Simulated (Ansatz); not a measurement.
**How settings move the G0W0 gap of MgO (Fm-3m)**

A 2-atom cell of MgO started from a crystallographic database, relaxed with r2SCAN; one-shot G0W0 in Ansatz without spin-orbit coupling. Calculated for a static, non-magnetic cell.

```
Mg O
1.0
     0.00000    2.10217    2.10217
     2.10217    0.00000    2.10217
     2.10217    2.10217    0.00000
Mg O
1 1
Direct
  0.00000 0.00000 0.00000
  0.50000 0.50000 0.50000
```

Gaps are read over the mesh points alone. G0W0 values are finite-basis, finite-mesh values.
```json
{"start": "PBE", "potentials": "PAW", "frequency model": "contour deformation", "mesh": "6×6×6", "empty bands": "30", "screening cutoff (eV)": "80", "Kohn-Sham gap (eV)": "4.80", "G0W0 gap (eV)": "6.96", "rough cost": "17 core-seconds"}
{"start": "PBE", "potentials": "PAW", "frequency model": "contour deformation", "mesh": "6×6×6", "empty bands": "69", "screening cutoff (eV)": "140", "Kohn-Sham gap (eV)": "4.80", "G0W0 gap (eV)": "7.20", "rough cost": "30 core-seconds"}
{"start": "PBE", "potentials": "PAW", "frequency model": "contour deformation", "mesh": "6×6×6", "empty bands": "128", "screening cutoff (eV)": "210", "Kohn-Sham gap (eV)": "4.80", "G0W0 gap (eV)": "7.34", "rough cost": "70 core-seconds"}
{"start": "HSE06", "potentials": "PAW", "frequency model": "contour deformation", "mesh": "6×6×6", "empty bands": "69", "screening cutoff (eV)": "140", "Kohn-Sham gap (eV)": "6.54", "G0W0 gap (eV)": "8.05", "rough cost": "50 core-seconds"}
{"start": "LDA", "potentials": "PAW", "frequency model": "contour deformation", "mesh": "6×6×6", "empty bands": "69", "screening cutoff (eV)": "140", "Kohn-Sham gap (eV)": "4.71", "G0W0 gap (eV)": "7.22", "rough cost": "21 core-seconds"}
{"start": "r2SCAN", "potentials": "PAW", "frequency model": "contour deformation", "mesh": "6×6×6", "empty bands": "69", "screening cutoff (eV)": "140", "Kohn-Sham gap (eV)": "5.68", "G0W0 gap (eV)": "7.69", "rough cost": "23 core-seconds"}
{"start": "PBE", "potentials": "PAW", "frequency model": "Godby-Needs pole", "mesh": "6×6×6", "empty bands": "69", "screening cutoff (eV)": "140", "Kohn-Sham gap (eV)": "4.80", "G0W0 gap (eV)": "7.19", "rough cost": "21 core-seconds"}
{"start": "PBE", "potentials": "PAW", "frequency model": "contour deformation", "mesh": "8×8×8", "empty bands": "30", "screening cutoff (eV)": "80", "Kohn-Sham gap (eV)": "4.80", "G0W0 gap (eV)": "6.95", "rough cost": "60 core-seconds"}
{"start": "PBE", "potentials": "norm-conserving", "frequency model": "contour deformation", "mesh": "6×6×6", "empty bands": "69", "screening cutoff (eV)": "140", "Kohn-Sham gap (eV)": "4.80", "G0W0 gap (eV)": "7.20", "rough cost": "60 core-seconds"}
```

Over the mesh points the PBE gap of 4.80 eV becomes a quasiparticle gap of 7.34 eV (direct at Γ), a change of +2.54 eV. Renormalisation factors Z lie between 0.78 and 0.86.

Raising bands and cutoff together moves the gap by +0.24 eV (80 to 140 eV), then +0.14 eV (140 to 210 eV); the last step is still large, so the basis limit isn't reached. Starting from HSE06 (6.54 eV against PBE's 4.80 eV) gives 8.05 eV, +0.85 eV from G0W0@PBE at the same screening cutoff. Starting from LDA (4.71 eV against PBE's 4.80 eV) gives 7.22 eV, +0.02 eV from G0W0@PBE at the same screening cutoff. Starting from r2SCAN (5.68 eV against PBE's 4.80 eV) gives 7.69 eV, +0.49 eV from G0W0@PBE at the same screening cutoff. The Godby-Needs plasmon pole differs from contour deformation by -0.01 eV. An 8×8×8 mesh in place of 6×6×6 changes the opening over PBE by -0.01 eV (the gap on the mesh by -0.01 eV). Norm-conserving potentials (wave cutoff 1240 eV against 420 eV) shift the quasiparticle gap by 0.00 eV and the PBE gap by 0.00 eV. r2SCAN runs take a wave cutoff of 500 eV.
